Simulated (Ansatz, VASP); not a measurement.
# Cs in VASP and in Ansatz

```
Cs
1.0
     5.71095    0.00000    0.00000
    -2.85547    4.94583    0.00000
     0.00000    0.00000    9.49907
Cs
2
Direct
  0.33333 0.66667 0.25000
  0.66667 0.33333 0.75000
```

Alike in both runs: task single point; functional PBE; dispersion D3(BJ); k mesh 3 × 3 × 2; occupations gaussian, width 0.1 eV; no spin polarisation.

```csv
,VASP,Ansatz
version,VASP 6.6.1,Ansatz 0.2.0
potentials or method,"VASP PAW PBE potentials, release 64 (Cs_sv)","scalar-relativistic, plane waves, PAW"
plane-wave cutoff (eV),520,420
valence electrons in the cell,18,18
```

```tsv
	VASP	Ansatz	Ansatz less VASP
gap on the k mesh at the Fermi level (eV)	none	none	-
pressure (GPa)	-0.3	-0.3	+0.01
largest component of the traceless stress (GPa)	0.09	0.09	-0.001
```

A gap of «none» marks a metal or a gap that the smearing closes.

Caveats: the k mesh is coarse (spacing up to 0.42 Å⁻¹), so the values aren't converged; pairwise dispersion overbinds metals, which lowers pressure and volume. The runs have no spin-orbit coupling, so splittings on Cs are missing.
